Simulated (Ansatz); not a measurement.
Crystal: Au.

```
Au
1.0
     2.74841    0.00000    0.00000
     0.00000    2.74841    0.00000
     0.00000    0.00000    2.74841
Au
1
Cartesian
  1.3742 1.3742 1.3742
```

The cell was built by a generator and needn't be a form met in nature.

| Property | Result |
| --- | --- |
| Program | Ansatz 0.2.0 |
| Task | relaxation of cell and atoms |
| Functional | HSEsol |
| Potentials or basis | Ansatz PAW |
| Cutoff | 420 eV (not typed: the program's choice for these potentials) |
| k mesh | 5 × 5 × 5 |
| Occupations | fermi-dirac, width 0.05 eV |
| Spin | no spin polarisation |

At the start: volume 20.76 Å³/atom.

Task: How do energy, volume and symmetry change on relaxing?

Result: It ends after 4 steps and the volume is 19.75 Å³/atom (-4.9 %); space group Pm-3m (No. 221, to 0.05 Å).

Step by step:
| step | energy change (eV) | largest force (eV/Å) | volume (Å³) |
| --- | --- | --- | --- |
| 1 | 0.0000 | 0.0000 | 20.76 |
| 2 | -0.0187 | 0.0000 | 19.88 |
| 3 | -0.0192 | 0.0000 | 19.75 |
| 4 | -0.0184 | 0.0000 | 19.75 |

Final structure:
```
CELL_PARAMETERS angstrom
2.70298 0.00000 0.00000
0.00000 2.70298 0.00000
0.00000 0.00000 2.70298
ATOMIC_POSITIONS crystal
Au 0.50000 0.50000 0.50000
```

Caveat: the k mesh is coarse (spacing up to 0.46 Å⁻¹), so the values aren't converged, least of all with exact exchange; the plane-wave basis is chosen anew once the cell has moved, so the energies of steps on either side of that aren't comparable; the PAW data sets come from PBE, with cores solved anew for the run's functional, which leaves a small shift of forces and pressure.
